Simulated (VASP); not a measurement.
# Sc in VASP: work function with PBEsol+D3(BJ)

Aim: the work function of Sc with PBEsol+D3(BJ).

Everything below comes from runs of VASP 6.6.1. Logs are shortened: lines on timing, memory, paths and dates and some standing lists are left out, and cuts for length are marked.

### 1 The slab as given

The cell holds a slab with vacuum, 3 atoms: a = 3.217 Å, b = 3.217 Å, c = 25.108 Å, α = 90.00°, β = 90.00°, γ = 120.00°.

The cell was built by a generator and needn't be a form met in nature.

### 2 Work function, PBEsol+D3(BJ)

Input file INCAR:

```
ALGO = Normal ; DIPOL = 0.5 0.5 0.500
EDIFF = 1E-7 ; ENCUT = 520
GGA = PS ; IDIPOL = 3
ISIF = 2 ; ISMEAR = 1
IVDW = 12 ; KPAR = 2
LASPH = True ; LCHARG = True
LDIPOL = True ; LREAL = False
LVACPOTAV = True ; LVHAR = True
LWAVE = False ; NELM = 60
PREC = Accurate ; SIGMA = 0.1
```

Input file KPOINTS:

```
k-points
0
Gamma
  12 12 1
```

Input file POSCAR:

```
Sc                                      
1.0
    1.6087444800      2.7864272000      0.0000000000
   -3.2174889600      0.0000000000      0.0000000000
    0.0000000000      0.0000000000     25.1082626300
  Sc            
     3
Selective dynamics
Direct
     0.3333330000000032    0.6666669999999968    0.4002666399999981   F   F   F
     0.6666669999999968    0.3333330000000032    0.4981217093760815   T   T   T
     0.3333330000000032    0.6666669999999968    0.5959571681603359   T   T   T
```

Potentials or basis: VASP PAW PBE potentials, release 64 (Sc_sv).

Run with:

```console
$ cat potpaw_PBE.64/Sc_sv/POTCAR > POTCAR
$ mpirun -np 2 vasp_std > vasp.out
```

OUTCAR:

```text
EDIFF = 1E-7
   ENCUT = 520
   GGA = PS
   ISIF = 2
   ISMEAR = 1
   IVDW = 12
   LASPH = True
   LREAL = False
   NELM = 60
   PREC = Accurate
 IVDW          = 12

 ion  position               nearest neighbor table
   1  0.333  0.667  0.400-   2 3.08   2 3.08   2 3.08
   2  0.667  0.333  0.498-   3 3.08   3 3.08   3 3.08   1 3.08   1 3.08   1 3.08
   3  0.333  0.667  0.596-   2 3.08   2 3.08   2 3.08

  LATTYP: Found a hexagonal cell.
 ALAT       =     3.2174889810
 C/A-ratio  =     7.8036825544

  Lattice vectors:

 A1 = (   1.6087444800,   2.7864272000,   0.0000000000)
 A2 = (  -3.2174889600,   0.0000000000,   0.0000000000)
 A3 = (   0.0000000000,   0.0000000000,  25.1082626300)

Analysis of symmetry for initial positions (statically):
=====================================================================
 Subroutine PRICEL returns:
 Original cell was already a primitive cell.

 Routine SETGRP: Setting up the symmetry group for a
 hexagonal supercell.

 Subroutine GETGRP returns: Found  6 space group operations
 (whereof  6 operations were pure point group operations)
 out of a pool of 24 trial point group operations.

The static configuration has the point symmetry C_3v.

Analysis of symmetry for dynamics (positions and initial velocities):
=====================================================================
 Subroutine PRICEL returns:
 Original cell was already a primitive cell.

 Routine SETGRP: Setting up the symmetry group for a
 hexagonal supercell.

 Subroutine GETGRP returns: Found  6 space group operations
 (whereof  6 operations were pure point group operations)
 out of a pool of 24 trial point group operations.

The dynamic configuration has the point symmetry C_3v.

Analysis of constrained symmetry for selective dynamics:
=====================================================================
 Subroutine PRICEL returns:
 Original cell was already a primitive cell.

 Routine SETGRP: Setting up the symmetry group for a
 hexagonal supercell.

 Subroutine GETGRP returns: Found  6 space group operations
 (whereof  6 operations were pure point group operations)
 out of a pool of 24 trial point group operations.

The constrained configuration has the point symmetry C_3v.

 Subroutine INISYM returns: Found  6 space group operations
 (whereof  6 operations are pure point group operations),
 and found     1 'primitive' translations

----------------------------------------------------------------------------------------

                                     Primitive cell

  volume of cell :     225.1031

  direct lattice vectors                    reciprocal lattice vectors
     1.608744480  2.786427200  0.000000000     0.000000000  0.358882514  0.000000000
    -3.217488960  0.000000000  0.000000000    -0.310801377  0.179441257  0.000000000
     0.000000000  0.000000000 25.108262630     0.000000000  0.000000000  0.039827527

  length of vectors
     3.217488981  3.217488960 25.108262630     0.358882514  0.358882517  0.039827527

  position of ions in fractional coordinates (direct lattice)
     0.333333000  0.666667000  0.400266640
     0.666667000  0.333333000  0.498121709
     0.333333000  0.666667000  0.595957168

  ion indices of the primitive-cell ions
   primitive index   ion index
                 1           1
                 2           2
                 3           3

----------------------------------------------------------------------------------------

 KPOINTS: k-points

Automatic generation of k-mesh.
 Grid dimensions read from file:
 generate k-points for:   12   12    1

 Generating k-lattice:

  Cartesian coordinates                     Fractional coordinates (reciprocal lattice)
     0.000000000  0.029906876  0.000000000     0.083333333  0.000000000  0.000000000
    -0.025900115  0.014953438  0.000000000    -0.000000000  0.083333333  0.000000000
     0.000000000  0.000000000  0.039827527     0.000000000  0.000000000  1.000000000

  Length of vectors
     0.029906876  0.029906876  0.039827527

  Shift w.r.t. Gamma in fractional coordinates (k-lattice)
     0.000000000  0.000000000  0.000000000

 Subroutine IBZKPT returns following result:
 ===========================================

 Found     19 irreducible k-points:

 Following reciprocal coordinates:
            Coordinates               Weight
  0.000000  0.000000  0.000000      1.000000
  0.083333  0.000000  0.000000      6.000000
  0.166667  0.000000  0.000000      6.000000
  0.250000  0.000000  0.000000      6.000000
  0.333333  0.000000  0.000000      6.000000
  0.416667  0.000000  0.000000      6.000000
[... 11 lines left out ...]
  0.333333  0.250000  0.000000     12.000000
  0.333333  0.333333  0.000000      2.000000
   k-points           NKPTS =     19   k-points in BZ     NKDIM =     19   number of bands    NBANDS=     20
   number of dos      NEDOS =    301   number of ions     NIONS =      3
   total plane-waves  NPLWV = 110592
   dimension x,y,z NGX =    24 NGY =   24 NGZ =  192
   dimension x,y,z NGXF=    48 NGYF=   48 NGZF=  384
   ions per type =               3
   NGX,Y,Z   is equivalent  to a cutoff of  12.40, 12.40, 12.71 a.u.
   NGXF,Y,Z  is equivalent  to a cutoff of  24.80, 24.80, 25.43 a.u.
 SYSTEM =  unknown system
   PREC   = accura    normal or accurate (medium, high low for compatibility)
   ISTART =      0    job   : 0-new  1-cont  2-samecut
   ICHARG =      2    charge: 1-file 2-atom 10-const
   ISPIN  =      1    spin polarized calculation?
   LNONCOLLINEAR =      F non collinear calculations
   LSORBIT =      F    spin-orbit coupling
   LASPH  =      T    aspherical Exc in radial PAW
   ENCUT  =  520.0 eV  38.22 Ry    6.18 a.u.   5.98  5.98 46.68*2*pi/ulx,y,z
   NELM   =     60;   NELMIN=  2; NELMDL= -5     # of ELM steps
   EDIFF  = 0.1E-06   stopping-criterion for ELM
   LREAL  =      F    real-space projection
   EDIFFG = 0.1E-05   stopping-criterion for IOM
   NSW    =      0    number of steps for IOM
   IBRION =     -1    ionic relax: 0-MD 1-quasi-New 2-CG
   NFREE  =      0    steps in history (QN), initial steepest desc. (CG)
   ISIF   =      2    stress and relaxation
   ISYM   =      2    0-nonsym 1-usesym 2-fastsym
   POTIM  = 0.5000    time-step for ionic-motion
   TEBEG  =    0.0;   TEEND  =   0.0 temperature during run
   PSTRESS=    0.0 pullay stress
   NELECT =      33.0000    total number of electrons
   NUPDOWN=      -1.0000    fix difference up-down
   EMIN   =  10.00;   EMAX   =-10.00  energy-range for DOS
   EFERMI =   0.00;   METHOD = LEGACY
   ISMEAR =     1;   SIGMA  =   0.10  broadening in eV -4-tet -1-fermi 0-gaus
   EFERMI_NEDOS =   21; number of points for ismear=-14 and -15
   IALGO  =     38    algorithm
   IMIX   =      4    mixing-type and parameters
     AMIX     =   0.40;   BMIX     =  1.00
     AMIX_MAG =   1.60;   BMIX_MAG =  1.00
  volume/ion in A,a.u.               =      75.03       506.36
  Fermi-wavevector in a.u.,A,eV,Ry     =   0.863215  1.631240 10.138248  0.745140
  Thomas-Fermi vector in A             =   1.981132
   LORBIT       =      0    0 simple, 1 ext, 2 COOP (PROOUT), +10 PAW based schemes
   GGA     = PS    functional components
   LHFCALC =     F    Hartree Fock is set to
   AEXX    =    0.0000 exact exchange contribution
   IVDW    =    12    specifies the selected vdW correction
   LEPSILON=     F    determine dielectric tensor
   LRPA    =     F    only Hartree local field effects (RPA)
 non-spin polarized calculation
 Methfessel and Paxton  Order N= 1 SIGMA  =   0.10
  energy-cutoff  :      520.00
  volume of cell :      225.10
 maximum number of plane-waves:      6126
 NGX is ok and might be reduce to    24
   NGX = 11   NGY = 11   NGZ = 93

 dipolmoment           0.000000      0.000000      0.001831 electrons x Angstroem

 number of electron      32.9999991 magnetization

 dipolmoment           0.000000      0.000000     -0.000015 electrons x Angstroem

 Free energy of the ion-electron system (eV)
  ---------------------------------------------------
  ext. energy  EPLUGINS =         0.00000000
  ---------------------------------------------------
  free energy    TOTEN  =       -18.22300830 eV

  energy without entropy =      -18.22600097  energy(sigma->0) =      -18.22400586

 E-fermi :  -1.0849     XC(G=0):  -3.8974

 val. band max:       -1.0863491356   @ k =   0.0000   0.0000   0.0000
 cond. band min:      -1.0592205753   @ k =   0.0833   0.0000   0.0000
 fundamental gap:      0.0271285603
 Fermi energy:        -1.0848693573

 k-point     1 :       0.0000    0.0000    0.0000
  band No.  band energies     occupation
      1     -50.3997      2.00000
      2     -50.3970      2.00000
      3     -49.7243      2.00000
      4     -29.2552      2.00000
      5     -29.1847      2.00000
      6     -28.9268      2.00000
[... 12 lines left out ...]
     19       0.3754     -0.00000
     20       0.3852     -0.00000

 k-point     2 :       0.0833    0.0000    0.0000
  band No.  band energies     occupation
      1     -50.3962      2.00000
      2     -50.3937      2.00000
      3     -49.7212      2.00000
      4     -29.2482      2.00000
      5     -29.1826      2.00000
      6     -28.9516      2.00000
[... 12 lines left out ...]
     19       0.2710     -0.00000
     20       0.2894     -0.00000

 k-point     3 :       0.1667    0.0000    0.0000
  band No.  band energies     occupation
      1     -50.3869      2.00000
      2     -50.3848      2.00000
      3     -49.7127      2.00000
      4     -29.2291      2.00000
      5     -29.1772      2.00000
      6     -29.0221      2.00000
[... 12 lines left out ...]
     19      -0.1410     -0.00000
     20       0.0936     -0.00000

 k-point     4 :       0.2500    0.0000    0.0000
  band No.  band energies     occupation
      1     -50.3741      2.00000
      2     -50.3725      2.00000
      3     -49.7010      2.00000
      4     -29.2051      2.00000
      5     -29.1712      2.00000
      6     -29.1128      2.00000
[... 314 lines left out ...]
 k-point    18 :       0.3333    0.2500    0.0000
  band No.  band energies     occupation
      1     -50.3439      2.00000
      2     -50.3433      2.00000
      3     -49.6732      2.00000
      4     -29.2360      2.00000
      5     -29.2203      2.00000
      6     -29.1568      2.00000
[... 12 lines left out ...]
     19      -0.6186     -0.00000
     20      -0.4116     -0.00000

 k-point    19 :       0.3333    0.3333    0.0000
  band No.  band energies     occupation
      1     -50.3422      2.00000
      2     -50.3416      2.00000
      3     -49.6716      2.00000
      4     -29.2016      2.00000
      5     -29.1810      2.00000
      6     -29.1739      2.00000
[... 12 lines left out ...]
     19      -0.5452     -0.00000
     20      -0.3915     -0.00000

------------------------ aborting loop because EDIFF is reached ----------------------------------------

 Edisp (eV)   -0.83562

 E8    (eV) :    -0.6101

  FORCE on cell =-STRESS in cart. coord.  units (eV):
  Direction    XX          YY          ZZ          XY          YZ          ZX
  --------------------------------------------------------------------------------------
  -------------------------------------------------------------------------------------
  Total      -0.39852    -0.39852     0.03515     0.00000     0.00000     0.00000
  in kB      -2.83645    -2.83645     0.25018     0.00000     0.00000     0.00000
  external pressure =       -1.81 kB  Pullay stress =        0.00 kB

 VOLUME and BASIS-vectors are now :
 -----------------------------------------------------------------------------
  energy-cutoff  :      520.00
  volume of cell :      225.10
      direct lattice vectors                 reciprocal lattice vectors
     1.608744480  2.786427200  0.000000000     0.000000000  0.358882514  0.000000000
    -3.217488960  0.000000000  0.000000000    -0.310801377  0.179441257  0.000000000
     0.000000000  0.000000000 25.108262630     0.000000000  0.000000000  0.039827527

 POSITION                                       TOTAL-FORCE (eV/Angst)
 -----------------------------------------------------------------------------------
     -1.60875      0.92881     10.05000        -0.000000      0.000000     -0.014259
      0.00000      1.85762     12.50697         0.000000      0.000000     -0.000981
     -1.60875      0.92881     14.96345         0.000000      0.000000      0.015240
 -----------------------------------------------------------------------------------
    total drift:                                0.001794      0.001036     -0.000106

  FREE ENERGIE OF THE ION-ELECTRON SYSTEM (eV)
  ---------------------------------------------------
  free  energy   TOTEN  =       -19.0586291890 eV

  energy  without entropy=      -19.0616218574  energy(sigma->0) =      -19.05962675

 vacuum level on the upper side and lower side of the slab         2.434         2.435
```

Run time: 37 s. Hardware: 2 MPI ranks of Intel Xeon 6975P-C (Granite Rapids), shared host; peak memory 0.34 GiB.

What came out:

```yaml
Free_energy: -19.0586 eV
Largest_force: 0.015 eV/Å
Band_gap_on_the_k_mesh: none (metal or under the smearing width)
Dispersion_energy_per_atom: -0.279 eV
Work_function_of_the_upper_face: 3.52 eV
Work_function_of_the_lower_face: 3.52 eV
```

Forces on the atoms (eV/Å):
```
Sc   0.000  0.000 -0.014
Sc   0.000  0.000 -0.001
Sc   0.000  0.000  0.015
```

Caveat: the PAW data sets were made with another functional, which shifts forces and pressure a little.
